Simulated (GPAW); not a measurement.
Ti:

```
Ti
1.0
    -1.64100    1.64100    1.64100
     1.64100   -1.64100    1.64100
     1.64100    1.64100   -1.64100
Ti
1
Direct
  0.00000 0.00000 0.00000
```

This isn't the form of Ti at room conditions, which is hcp.

Base run:

| Quantity | Value |
| --- | --- |
| Program | GPAW 26.7.0 |
| Functional | revPBE |
| Potentials or basis | the program's PAW data sets (release 1.2.1) made for this functional |
| Cutoff | 600 eV |
| Basis | pw |
| k mesh | 11 × 11 × 11 |
| Occupations | fermi-dirac, width 0.05 eV |
| Spin | no spin polarisation |

Its results: band gap on the k mesh none (metal or under the smearing width); pressure -0.7 GPa.

Task: The run is repeated on the same cell with these changes: functional from revPBE to LDA. What comes out?

Result: Band gap on the k mesh none (metal or under the smearing width); pressure -11.4 GPa.

LDA binds more tightly than revPBE, so the same cell stands under less pressure.
